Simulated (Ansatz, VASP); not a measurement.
# SiO2 in VASP and in Ansatz

```
Si O
1.0
     4.03050    0.00000    0.00000
     0.00000    4.03050    0.00000
     0.00000    0.00000    2.34200
Si O
2 4
Cartesian
  2.0152 2.0152 1.1710
  0.0000 0.0000 0.0000
  2.7989 2.7989 0.0000
  0.7836 3.2469 1.1710
  1.2316 1.2316 0.0000
  3.2469 0.7836 1.1710
```

Alike in both runs: task single point; functional LDA; k mesh 6 × 6 × 8; occupations gaussian, width 0.05 eV; no spin polarisation.

```csv
,VASP,Ansatz
version,VASP 6.6.1,Ansatz 0.2.0
potentials or method,"VASP PAW LDA potentials, release 64 (Si, O)","scalar-relativistic, plane waves, PAW"
plane-wave cutoff (eV),520,520
valence electrons in the cell,32,32
```

|  | VASP | Ansatz | Ansatz less VASP |
| --- | --- | --- | --- |
| gap on the k mesh at the Fermi level (eV) | 8.88 | 8.93 | +0.054 |
| least direct gap on the mesh (eV) | 8.88 | 8.93 | +0.054 |
| rms of the force components (eV/Å) | 0.926 | 0.876 | -0.0505 |

Atom by atom the forces differ by 0.050 eV/Å (rms over components). Ansatz warned: «pseudo_functional_mismatch».

Caveats: forces of over 1 eV/Å show positions far from the minimum, so gaps and moduli don't describe the material at rest. A k mesh can miss the band edges.
